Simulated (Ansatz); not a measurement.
## Pd: energy along a strain

Pd, P6_3/mmc, a = 2.780 Å, c = 9.179 Å. This isn't the element's structure at ambient conditions. Ansatz: PBE, PAW, 420 eV, Γ-centred 18×18×6 mesh on 4 atoms, Gaussian smearing 0.15 eV; no spin polarisation. Cell vectors (Å): 2.780 0.000 0.000; -1.390 2.407 0.000; 0.000 0.000 9.179. The cell is strained by x per cent times the pattern (1 1 0 0 0 0) in the order xx yy zz yz xz xy (engineering shears), with fractional coordinates held. y is the free energy over the start, V0 = 15.355 Å³/atom.

| x (%) | y (meV/atom) |
| --- | --- |
| -6.00 | 172.44 |
| -3.00 | 38.26 |
| 0.00 | 0.00 |
| 1.50 | ? |
| 4.50 | 60.44 |
| 6.00 | 101.96 |

Fit y = c1 x + c2 x² + c3 x³ to the other rows, get the stiffness along the pattern, and predict the missing energy.

Least squares on the rows shown. y = −0.25339 x + 3.7996 x² − 0.15688 x³. The clamped-ion stiffness p·C·p = 2 × 38.00 eV × 160.2 / 15.355 Å³ = 793 GPa; c1 is there for the stress left in the start, which by itself gives a slope of -0.31 meV/atom per %. At x = 1.50 the fit asked for gives 7.64 meV/atom. The run gave 7.25 meV/atom, so the fit is 0.39 meV/atom too high, within the rms miss on the fitted rows (0.78 meV/atom).

Cost: 6 runs of about 1.3 core-minutes in all, on Arm Neoverse V2 (shared hosts).